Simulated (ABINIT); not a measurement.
BaZrO3:

```
CELL_PARAMETERS angstrom
4.19134 0.00000 0.00000
0.00000 4.19134 0.00000
0.00000 0.00000 4.19134
ATOMIC_POSITIONS crystal
Ba 0.00000 0.00000 0.00000
Zr 0.50000 0.50000 0.50000
O 0.50000 0.50000 0.00000
O 0.50000 0.00000 0.50000
O 0.00000 0.50000 0.50000
```

Base run:

```yaml
Program: ABINIT 10.8.3 (patched build)
Functional: rPW86PBE
Potentials_or_basis: JTH PAW PBE v2.0
Cutoff: 626 eV
k_mesh: 6 × 6 × 6
Occupations: fermi-dirac, width 0.05 eV
Spin: no spin polarisation
```

Its results: band gap on the k mesh 3.26 eV, indirect (least direct gap 3.48 eV); pressure 9.0 GPa.

Task: The run is repeated on the same cell with these changes: functional from rPW86PBE to RPBE. What comes out?

Result: Band gap on the k mesh 3.24 eV, indirect (least direct gap 3.46 eV); pressure 8.0 GPa.

Caveats: this set's barium file shifts pressures by 1.5 GPa and gaps by 0.1 eV against other sets; the PAW data sets were made with another functional, which shifts forces and pressure a little; spin-orbit coupling is left out, which moves the levels of the heavy elements.
